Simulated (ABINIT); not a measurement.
# Zn (Im-3m) in ABINIT: reference runs, part 2 of 2

ABINIT 10.8.3 (patched build). The steps go on from the part before.

### Step 4. Single point, PBE (cell strained at random at fixed volume)

File run.abi:

```
# Pseudopotentials
pp_dirpath "./"
pseudos "Zn.GGA_PBE-JTH.xml"

# Structure
acell 3*1.0 Angstrom
rprim
    -1.5271390000     1.5617310000     1.5269050000
     1.4864710000    -1.6587790000     1.5832850000
     1.5658470000     1.6974880000    -1.6239530000
ntypat 1
znucl 30
natom 1
typat 1
xred
     0.0197600000    -0.0046890000     0.0109340000
chkprim 0
chksymtnons 0
tolsym 1.0e-6

# Plane-wave basis
ecut 22.0
pawecutdg 44.0

# k points
kptopt 1
ngkpt 12 12 12
nshiftk 1
shiftk 0.0 0.0 0.0

# Exchange and correlation
ixc 11

# Bands and occupations
nband 10
occopt 3
tsmear 0.00183747

# SCF cycle
nstep 100
tolvrs 1.0e-9

# Output
iomode 3
prtwf 0
prteig 0
prtebands 0
prtden 1
prtvha 1
prtvclmb 1
prtpot 1
```

Potentials or basis: JTH PAW PBE v2.0.

Launch:

```console
$ abinit run.abi > log 2>&1
```

run.abo:

```text
.Version 10.8.3 of ABINIT
 Symmetries : space group P-1 (#  2); Bravais aP (primitive triclinic)
================================================================================
 Values of the parameters that define the memory need of the present run
     intxc =       0    ionmov =       0      iscf =      17    lmnmax =      18
     lnmax =       6     mgfft =      24  mpssoang =       3    mqgrid =    3001
     natom =       1  nloc_mem =       2    nspden =       1   nspinor =       1
    nsppol =       1      nsym =       2    n1xccc =       1    ntypat =       1
    occopt =       3   xclevel =       2
       mpw =         528          nfft =       13824          nkpt =         868
 PAW method is used; the additional fine FFT grid is defined by:
   mgfftf=        32    nfftf =     32768
================================================================================
================================================================================

--------------------------------------------------------------------------------
------------- Echo of variables that govern the present computation ------------
--------------------------------------------------------------------------------
 -outvars: echo values of preprocessed input variables --------
            acell      1.8897261259E+00  1.8897261259E+00  1.8897261259E+00 Bohr
              amu      6.53900000E+01
          chkprim           0
      chksymtnons           0
             ecut      2.20000000E+01 Hartree
                       outvar_i_n : Printing only first  50 k-points.
              ixc          11
                       outvar_i_n : Printing only first  50 k-points.
         kptrlatt       12    0    0      0   12    0      0    0   12
          kptrlen      6.04089925E+01
            natom           1
            nband          10
            ngfft          24      24      24
          ngfftdg          32      32      32
             nkpt         868
            nstep         100
             nsym           2
           ntypat           1
                       prtocc : prtvol=0, do not print more k-points.
           occopt           3
        pawecutdg      4.40000000E+01 Hartree
         pawxcdev           0
        prtebands           0
           prteig           0
           prtpot           1
         prtvclmb           1
           prtvha           1
            prtwf           0
            rprim     -1.5271390000E+00  1.5617310000E+00  1.5269050000E+00
                       1.4864710000E+00 -1.6587790000E+00  1.5832850000E+00
                       1.5658470000E+00  1.6974880000E+00 -1.6239530000E+00
          spgroup           2
[... 161 lines left out ...]
 length scales=  1.889726125908  1.889726125908  1.889726125908 bohr
              =  1.000000000000  1.000000000000  1.000000000000 angstroms
 Fermi (or HOMO) energy (hartree) =   0.38245   Average Vxc (hartree)=  -0.38673
 Eigenvalues (hartree) for nkpt= 868  k points:
 kpt#   1, nband= 10, wtk=  0.00058, kpt=  0.0000  0.0000  0.0000 (reduced coord)
   0.00039    0.09258    0.09362    0.10121    0.11280    0.11579    1.00073    1.06414
   1.09543    1.11835
      occupation numbers for kpt#   1
   2.00000    2.00000    2.00000    2.00000    2.00000    2.00000    0.00000    0.00000
   0.00000    0.00000
 prteigrs : prtvol=0 or 1, do not print more k-points.

--- !EnergyTerms
iteration_state     : {dtset: 1, }
comment             : Components of total free energy in Hartree
kinetic             :  6.52075816993767E+00
hartree             :  1.40279995263965E+01
xc                  : -1.76152672182122E+00
Ewald energy        : -4.41604294044276E+01
psp_core            :  9.48972253286437E-01
local_psp           : -5.60652497571288E+01
PAW spherical_terms :  1.61811591986193E+01
internal            : -6.43083167351377E+01
'-kT*entropy'       : -1.01197290512593E-04
total_energy        : -6.43084179324282E+01
total_energy_eV     : -1.74992119922727E+03
...

--- !EnergyTermsDC
iteration_state     : {dtset: 1, }
comment             : '"Double-counting" decomposition of free energy'
band_energy         :  1.48333860642565E+00
Ewald energy        : -4.41604294044276E+01
psp_core            :  9.48972253286437E-01
xc_dc               : -1.36444240347997E+01
PAW spherical_terms : -8.93577894038939E+00
internal            : -6.43083215199045E+01
'-kT*entropy'       : -1.01197290512593E-04
total_energy_dc     : -6.43084227171950E+01
total_energy_dc_eV  : -1.74992132942741E+03
...

--- !EnergyTermsWithPAWCore
iteration_state     : {dtset: 1, }
comment             : 'Components of total free energy, including PAW core contributions'
Total energy        : -1.79605626243785E+03
Total energy DC     : -1.79605626722262E+03
Total energy (eV)   : -4.88731806767094E+04
Total energy DC (eV): -4.88731808069096E+04
...

 Cartesian components of stress tensor (hartree/bohr^3)
  sigma(1 1)=  5.60651146E-05  sigma(3 2)=  4.24000988E-05
  sigma(2 2)= -6.12550591E-06  sigma(3 1)= -7.82033793E-06
  sigma(3 3)= -5.38209122E-07  sigma(2 1)= -1.86462939E-05

-Cartesian components of stress tensor (GPa)         [Pressure= -4.8448E-01 GPa]
- sigma(1 1)=  1.64949262E+00  sigma(3 2)=  1.24745398E+00
- sigma(2 2)= -1.80218606E-01  sigma(3 1)= -2.30082285E-01
- sigma(3 3)= -1.58346591E-02  sigma(2 1)= -5.48592908E-01

== END DATASET(S) ==============================================================
================================================================================

 -outvars: echo values of variables after computation  --------
            acell      1.8897261259E+00  1.8897261259E+00  1.8897261259E+00 Bohr
           etotal     -6.4308422717E+01
            fcart     -0.0000000000E+00 -0.0000000000E+00 -0.0000000000E+00
            rprim     -1.5271390000E+00  1.5617310000E+00  1.5269050000E+00
                       1.4864710000E+00 -1.6587790000E+00  1.5832850000E+00
                       1.5658470000E+00  1.6974880000E+00 -1.6239530000E+00
           strten      5.6065114623E-05 -6.1255059119E-06 -5.3820912244E-07
                       4.2400098810E-05 -7.8203379263E-06 -1.8646293948E-05
           xangst     -2.0025358061E-02  5.7198153083E-02  4.9913173330E-03
             xred      1.9760000000E-02 -4.6890000000E-03  1.0934000000E-02
 Calculation completed.
```

Wall time 4.3 min (1 thread of AMD EPYC 7R13 (Zen 3), shared host); peak memory 0.27 GiB.

What came out:

```yaml
Free_energy: -1749.9213 eV
Pressure: -0.5 GPa
Band_gap_on_the_k_mesh: none (metal or under the smearing width)
Valence_electrons_inside_the_program's_atomic_spheres: Zn 10.72 (radii [1.2212] Å)
```
